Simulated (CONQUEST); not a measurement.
## Cu3Au (Auricupride) under changes of volume

One of the cells (13.078 Å³/atom); the others are scaled copies at fixed shape and fractional positions:

```
Au Cu
1.0
     3.74000    0.00000    0.00000
     0.00000    3.74000    0.00000
     0.00000    0.00000    3.74000
Au Cu
1 3
Direct
  0.00000 0.00000 0.00000
  0.00000 0.50000 0.50000
  0.50000 0.00000 0.50000
  0.50000 0.50000 0.00000
```

```yaml
Program: CONQUEST 1.3
Functional: PBE
Potentials_or_basis: PseudoDojo NC PBE, DZP, grid of 40 × 40 × 40 points
k_mesh: 7 × 7 × 7
Occupations: fermi-dirac, width 0.05 eV
Spin: no spin polarisation
```

| volume (Å³/atom) | energy over the lowest point (meV/atom) | pressure (GPa) |
| --- | --- | --- |
| 12.294 | 64.67 | 18.5 |
| 12.555 | ? | ? |
| 12.817 | 20.32 | 7.8 |
| 13.078 | 10.58 | 4.8 |
| 13.340 | 3.23 | 4.0 |
| 13.602 | 0.00 | 0.0 |
| 13.863 | 2.94 | -3.3 |

**Question.** What does the run at 12.555 Å³/atom give?

**Answer.** Energy over the lowest point 37.56 meV/atom; pressure 13.6 GPa.

Worked out: A Birch-Murnaghan fit of order 3 (a polynomial in V^(-2/3)) to the other rows has its minimum at 13.61 Å³/atom with B0 = V·E''(V) = 115 GPa (rough, since the energies scatter). It gives 39.19 meV/atom at 12.555 Å³/atom, against the run's 37.56, and -dE/dV = 13.2 GPa, against 13.6.

Energies are extrapolated to zero smearing.

Caveats: the basis of atomic orbitals isn't converged, which shifts pressures, moduli and gaps.
